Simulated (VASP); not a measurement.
# Li (Im-3m) in VASP: single point with LDA

Aim: the single point of Li with LDA.

All numbers are computed with VASP 6.6.1; they aren't measurements. Logs are shortened: lines on timing, memory, paths and dates and some standing lists are left out, and cuts for length are marked.

### Step 1. The crystal as given

The structure is cubic, space group Im-3m (No. 229). Conventional cell: a = 3.500 Å, b = 3.500 Å, c = 3.500 Å, α = 90.00°, β = 90.00°, γ = 90.00°. Around Li (site symmetry m-3m) lie 8 Li at 3.03 Å.

### Step 2. Single point, LDA

INCAR reads:

```
SYSTEM = Li
PREC = Accurate
ENCUT = 520
EDIFF = 1E-6
ISMEAR = 0
SIGMA = 0.1
LREAL = .FALSE.
LASPH = .TRUE.
NELM = 100
ALGO = Normal
ISIF = 2
LWAVE = .FALSE.
LCHARG = .FALSE.
NBANDS = 8
```

KPOINTS reads:

```
regular mesh
0
G
  8 8 8
  0 0 0
```

POSCAR reads:

```
Li
1.0
   -1.7500000000      1.7500000000      1.7500000000
    1.7500000000     -1.7500000000      1.7500000000
    1.7500000000      1.7500000000     -1.7500000000
Li
1
Direct
    0.0000000000      0.0000000000      0.0000000000
```

Potentials or basis: VASP PAW LDA potentials, release 64 (Li_sv).

The run is started by

```console
cat potpaw_LDA.64/Li_sv/POTCAR > POTCAR
mpirun -np 1 vasp_std > vasp.out
```

OUTCAR:

```text
SYSTEM = Li
   PREC = Accurate
   ENCUT = 520
   EDIFF = 1E-6
   ISMEAR = 0
   LREAL = .FALSE.
   LASPH = .TRUE.
   NELM = 100
   ISIF = 2

 ion  position               nearest neighbor table
   1  0.000  0.000  0.000-

  LATTYP: Found a body centered cubic cell.
 ALAT       =     3.5000000000

  Lattice vectors:

 A1 = (  -1.7500000000,   1.7500000000,   1.7500000000)
 A2 = (   1.7500000000,  -1.7500000000,   1.7500000000)
 A3 = (   1.7500000000,   1.7500000000,  -1.7500000000)

Analysis of symmetry for initial positions (statically):
=====================================================================
 Subroutine PRICEL returns:
 Original cell was already a primitive cell.

 Routine SETGRP: Setting up the symmetry group for a
 body centered cubic supercell.

 Subroutine GETGRP returns: Found 48 space group operations
 (whereof 48 operations were pure point group operations)
 out of a pool of 48 trial point group operations.

The static configuration has the point symmetry O_h .

Analysis of symmetry for dynamics (positions and initial velocities):
=====================================================================
 Subroutine PRICEL returns:
 Original cell was already a primitive cell.

 Routine SETGRP: Setting up the symmetry group for a
 body centered cubic supercell.

 Subroutine GETGRP returns: Found 48 space group operations
 (whereof 48 operations were pure point group operations)
 out of a pool of 48 trial point group operations.

The dynamic configuration has the point symmetry O_h .

 Subroutine INISYM returns: Found 48 space group operations
 (whereof 48 operations are pure point group operations),
 and found     1 'primitive' translations

----------------------------------------------------------------------------------------

                                     Primitive cell

  volume of cell :      21.4375

  direct lattice vectors                    reciprocal lattice vectors
    -1.750000000  1.750000000  1.750000000     0.000000000  0.285714286  0.285714286
     1.750000000 -1.750000000  1.750000000     0.285714286  0.000000000  0.285714286
     1.750000000  1.750000000 -1.750000000     0.285714286  0.285714286  0.000000000

  length of vectors
     3.031088913  3.031088913  3.031088913     0.404061018  0.404061018  0.404061018

  position of ions in fractional coordinates (direct lattice)
     0.000000000  0.000000000  0.000000000

  ion indices of the primitive-cell ions
   primitive index   ion index
                 1           1

----------------------------------------------------------------------------------------

 KPOINTS: regular mesh

Automatic generation of k-mesh.
 Grid dimensions read from file:
 generate k-points for:    8    8    8

 Generating k-lattice:

  Cartesian coordinates                     Fractional coordinates (reciprocal lattice)
     0.000000000  0.035714286  0.035714286     0.125000000  0.000000000  0.000000000
     0.035714286  0.000000000  0.035714286     0.000000000  0.125000000  0.000000000
     0.035714286  0.035714286  0.000000000     0.000000000  0.000000000  0.125000000

  Length of vectors
     0.050507627  0.050507627  0.050507627

  Shift w.r.t. Gamma in fractional coordinates (k-lattice)
     0.000000000  0.000000000  0.000000000

 Subroutine IBZKPT returns following result:
 ===========================================

 Found     29 irreducible k-points:

 Following reciprocal coordinates:
            Coordinates               Weight
  0.000000  0.000000  0.000000      1.000000
  0.125000  0.000000  0.000000     12.000000
  0.250000  0.000000  0.000000     12.000000
  0.375000  0.000000  0.000000     12.000000
  0.500000  0.000000  0.000000      6.000000
  0.125000  0.125000  0.000000     24.000000
[... 16 lines left out ...]
 -0.250000  0.250000  0.250000      6.000000
 -0.375000  0.375000  0.250000     24.000000
 [... further k-points ...]
   k-points           NKPTS =     29   k-points in BZ     NKDIM =     29   number of bands    NBANDS=      8
   number of dos      NEDOS =    301   number of ions     NIONS =      1
   total plane-waves  NPLWV =  13824
   dimension x,y,z NGX =    24 NGY =   24 NGZ =   24
   dimension x,y,z NGXF=    48 NGYF=   48 NGZF=   48
   ions per type =               1
   NGX,Y,Z   is equivalent  to a cutoff of  13.16, 13.16, 13.16 a.u.
   NGXF,Y,Z  is equivalent  to a cutoff of  26.33, 26.33, 26.33 a.u.
 SYSTEM =  Li
   PREC   = accura    normal or accurate (medium, high low for compatibility)
   ISTART =      0    job   : 0-new  1-cont  2-samecut
   ICHARG =      2    charge: 1-file 2-atom 10-const
   ISPIN  =      1    spin polarized calculation?
   LNONCOLLINEAR =      F non collinear calculations
   LSORBIT =      F    spin-orbit coupling
   LASPH  =      T    aspherical Exc in radial PAW
   ENCUT  =  520.0 eV  38.22 Ry    6.18 a.u.   5.64  5.64  5.64*2*pi/ulx,y,z
   NELM   =    100;   NELMIN=  2; NELMDL= -5     # of ELM steps
   EDIFF  = 0.1E-05   stopping-criterion for ELM
   LREAL  =      F    real-space projection
   EDIFFG = 0.1E-04   stopping-criterion for IOM
   NSW    =      0    number of steps for IOM
   IBRION =     -1    ionic relax: 0-MD 1-quasi-New 2-CG
   NFREE  =      0    steps in history (QN), initial steepest desc. (CG)
   ISIF   =      2    stress and relaxation
   ISYM   =      2    0-nonsym 1-usesym 2-fastsym
   POTIM  = 0.5000    time-step for ionic-motion
   TEBEG  =    0.0;   TEEND  =   0.0 temperature during run
   PSTRESS=    0.0 pullay stress
   NELECT =       3.0000    total number of electrons
   NUPDOWN=      -1.0000    fix difference up-down
   EMIN   =  10.00;   EMAX   =-10.00  energy-range for DOS
   EFERMI =   0.00;   METHOD = LEGACY
   ISMEAR =     0;   SIGMA  =   0.10  broadening in eV -4-tet -1-fermi 0-gaus
   EFERMI_NEDOS =   21; number of points for ismear=-14 and -15
   IALGO  =     38    algorithm
   IMIX   =      4    mixing-type and parameters
     AMIX     =   0.40;   BMIX     =  1.00
     AMIX_MAG =   1.60;   BMIX_MAG =  1.00
  volume/ion in A,a.u.               =      21.44       144.67
  Fermi-wavevector in a.u.,A,eV,Ry     =   0.849944  1.606162  9.828924  0.722406
  Thomas-Fermi vector in A             =   1.965845
   LORBIT       =      0    0 simple, 1 ext, 2 COOP (PROOUT), +10 PAW based schemes
   GGA     = CA    functional components
   LHFCALC =     F    Hartree Fock is set to
   AEXX    =    0.0000 exact exchange contribution
   IVDW    =     0    specifies the selected vdW correction
   LEPSILON=     F    determine dielectric tensor
   LRPA    =     F    only Hartree local field effects (RPA)
 non-spin polarized calculation
 Gauss-broadening in eV      SIGMA  =   0.10
  energy-cutoff  :      520.00
  volume of cell :       21.44
 maximum number of plane-waves:       603
   NGX = 11   NGY = 11   NGZ = 11

 number of electron       2.9999991 magnetization

 Free energy of the ion-electron system (eV)
  ---------------------------------------------------
  ext. energy  EPLUGINS =         0.00000000
  ---------------------------------------------------
  free energy    TOTEN  =        -2.02333230 eV

  energy without entropy =       -2.01766824  energy(sigma->0) =       -2.02050027

 E-fermi :   0.4939     XC(G=0):  -7.0043

 val. band max:        0.4250115465   @ k =   0.2500   0.2500   0.0000
 cond. band min:       0.5466155950   @ k =   0.3750   0.1250   0.0000
 fundamental gap:      0.1216040486
 Fermi energy:         0.4939058159

 k-point     1 :       0.0000    0.0000    0.0000
  band No.  band energies     occupation
      1     -45.2826      2.00000
      2      -2.9777      2.00000
      3      14.2241      0.00000
      4      14.2241      0.00000
      5      14.2241      0.00000
      6      19.1250      0.00000
      7      19.1250      0.00000
      8      19.1250      0.00000

 k-point     2 :       0.1250    0.0000    0.0000
  band No.  band energies     occupation
      1     -45.2800      2.00000
      2      -2.6923      2.00000
      3      12.4566      0.00000
      4      13.1435      0.00000
      5      13.7894      0.00000
      6      17.0104      0.00000
      7      17.0524      0.00000
      8      19.0369      0.00000

 k-point     3 :       0.2500    0.0000    0.0000
  band No.  band energies     occupation
      1     -45.2739      2.00000
      2      -1.8379      2.00000
      3       8.7654      0.00000
      4      11.6148      0.00000
      5      12.8257      0.00000
      6      15.1709      0.00000
      7      16.4777      0.00000
      8      19.4157      0.00000

 k-point     4 :       0.3750    0.0000    0.0000
  band No.  band energies     occupation
      1     -45.2677      2.00000
      2      -0.4642      2.00000
      3       5.4047      0.00000
      4      10.5963      0.00000
      5      12.0220      0.00000
      6      14.0306      0.00000
      7      16.6670      0.00000
      8      20.8537      0.00000

 k-point     5 :       0.5000    0.0000    0.0000
  band No.  band energies     occupation
      1     -45.2651      2.00000
      2       0.6934      0.00478
      3       3.5633      0.00000
      4      10.2478      0.00000
      5      11.7277      0.00000
      6      13.6496      0.00000
      7      16.8521      0.00000
      8      22.1579      0.00000

 k-point     6 :       0.1250    0.1250    0.0000
  band No.  band energies     occupation
      1     -45.2757      2.00000
      2      -2.1208      2.00000
      3      10.5212      0.00000
      4      10.9922      0.00000
      5      12.5557      0.00000
      6      16.5378      0.00000
      7      16.8617      0.00000
      8      19.2576      0.00000

 k-point     7 :       0.2500    0.1250    0.0000
  band No.  band energies     occupation
      1     -45.2695      2.00000
      2      -0.9846      2.00000
      3       7.0566      0.00000
      4       9.6153      0.00000
      5      11.4572      0.00000
      6      16.3477      0.00000
      7      16.9036      0.00000
      8      20.1694      0.00000

 k-point     8 :       0.3750    0.1250    0.0000
  band No.  band energies     occupation
      1     -45.2651      2.00000
      2       0.5466      0.45601
      3       4.1975      0.00000
      4       8.9547      0.00000
      5      10.8474      0.00000
      6      15.9404      0.00000
      7      17.4185      0.00000
      8      21.4930      0.00000

 k-point     9 :       0.2500    0.2500    0.0000
  band No.  band energies     occupation
      1     -45.2651      2.00000
      2       0.4250      1.67010
      3       5.1788      0.00000
      4       7.3342      0.00000
      5      10.7844      0.00000
      6      17.2846      0.00000
      7      18.0123      0.00000
      8      22.0202      0.00000

 k-point    10 :       0.3750    0.2500    0.0000
  band No.  band energies     occupation
      1     -45.2634      2.00000
      2       1.8216      0.00000
      3       3.4188      0.00000
      4       6.7270      0.00000
      5      10.5555      0.00000
      6      17.6983      0.00000
      7      19.0845      0.00000
      8      20.0486      0.00000
[... 78 lines left out ...]
 k-point    18 :      -0.2500    0.3750    0.1250
  band No.  band energies     occupation
      1     -45.2661      2.00000
      2      -0.3863      2.00000
      3       6.9490      0.00000
      4       8.1719      0.00000
      5      12.5591      0.00000
      6      13.4524      0.00000
      7      17.6576      0.00000
      8      20.8311      0.00000

 k-point    19 :       0.5000    0.5000    0.1250
  band No.  band energies     occupation
      1     -45.2634      2.00000
      2       1.0670      0.00000
      3       3.6935      0.00000
      4       8.8383      0.00000
      5      11.6952      0.00000
      6      15.8070      0.00000
      7      15.8223      0.00000
      8      19.3983      0.00000

 k-point    20 :      -0.3750    0.5000    0.1250
  band No.  band energies     occupation
      1     -45.2622      2.00000
      2       1.2195      0.00000
      3       4.3910      0.00000
      4       7.2929      0.00000
      5      12.1899      0.00000
      6      14.4275      0.00000
      7      17.2917      0.00000
      8      18.4806      0.00000

 k-point    21 :      -0.3750   -0.3750    0.1250
  band No.  band energies     occupation
      1     -45.2606      2.00000
      2       2.9324      0.00000
      3       2.9324      0.00000
      4       6.2538      0.00000
      5      12.5380      0.00000
      6      15.2823      0.00000
      7      15.2823      0.00000
      8      18.7738      0.00000

 k-point    22 :       0.2500    0.2500    0.2500
  band No.  band energies     occupation
      1     -45.2637      2.00000
      2       3.7077      0.00000
      3       3.7077      0.00000
      4       3.7077      0.00000
      5       8.3879      0.00000
      6      22.9779      0.00000
      7      22.9779      0.00000
      8      22.9779      0.00000

 k-point    23 :      -0.2500    0.2500    0.2500
  band No.  band energies     occupation
      1     -45.2665      2.00000
      2      -0.6530      2.00000
      3       8.5721      0.00000
      4       8.5721      0.00000
      5      11.1157      0.00000
      6      12.4952      0.00000
      7      20.4473      0.00000
      8      20.4473      0.00000

 k-point    24 :      -0.3750    0.3750    0.2500
  band No.  band energies     occupation
      1     -45.2613      2.00000
      2       0.7998      0.00002
      3       6.0925      0.00000
      4       7.4984      0.00000
      5      10.9304      0.00000
      6      12.6859      0.00000
      7      17.0263      0.00000
      8      20.0702      0.00000

 [... further k-points ...]

------------------------ aborting loop because EDIFF is reached ----------------------------------------

  FORCE on cell =-STRESS in cart. coord.  units (eV):
  Direction    XX          YY          ZZ          XY          YZ          ZX
  --------------------------------------------------------------------------------------
  -------------------------------------------------------------------------------------
  Total       -0.2028191     -0.2028191     -0.2028191     -0.0000000     -0.0000000      0.0000000
  in kB      -15.1581208    -15.1581208    -15.1581208     -0.0000000     -0.0000000      0.0000000
  external PRESSURE =     -15.1581208 kB  Pullay stress =       0.0000000 kB

 VOLUME and BASIS-vectors are now :
 -----------------------------------------------------------------------------
  energy-cutoff  :      520.00
  volume of cell :       21.44
      direct lattice vectors                 reciprocal lattice vectors
    -1.750000000  1.750000000  1.750000000     0.000000000  0.285714286  0.285714286
     1.750000000 -1.750000000  1.750000000     0.285714286  0.000000000  0.285714286
     1.750000000  1.750000000 -1.750000000     0.285714286  0.285714286  0.000000000

 POSITION                                       TOTAL-FORCE (eV/Angst)
 -----------------------------------------------------------------------------------
      0.00000      0.00000      0.00000         0.000000      0.000000     -0.000000
 -----------------------------------------------------------------------------------
    total drift:                               -0.000000     -0.000000      0.000000

  FREE ENERGIE OF THE ION-ELECTRON SYSTEM (eV)
  ---------------------------------------------------
  free  energy   TOTEN  =        -2.0233323038 eV

  energy  without entropy=       -2.0176682368  energy(sigma->0) =       -2.02050027
```

It took 2.3 s on 1 thread of AMD EPYC 9R45 (Zen 5), shared host; peak memory 0.09 GiB.

What came out:

| Item | Value |
| --- | --- |
| Free energy | -2.0233 eV |
| Band gap on the k mesh | none (metal or under the smearing width) |

Levels at points of the mesh, in eV from the Fermi level:
```
           k point  band 1  band 2  band 3  band 4  band 5  band 6
(0.00, 0.00, 0.00)  -45.78   -3.47   13.73   13.73   13.73   18.63
(0.50, 0.00, 0.00)  -45.76    0.20    3.07    9.75   11.23   13.16
(0.50, 0.50, 0.50)  -45.75    5.19    5.19    5.19    7.56    7.56
```

Caveat: the cutoff is under 1.25 times the usual one of these potentials, so pressure, stress and relaxed cells hold a basis-set (Pulay) error.
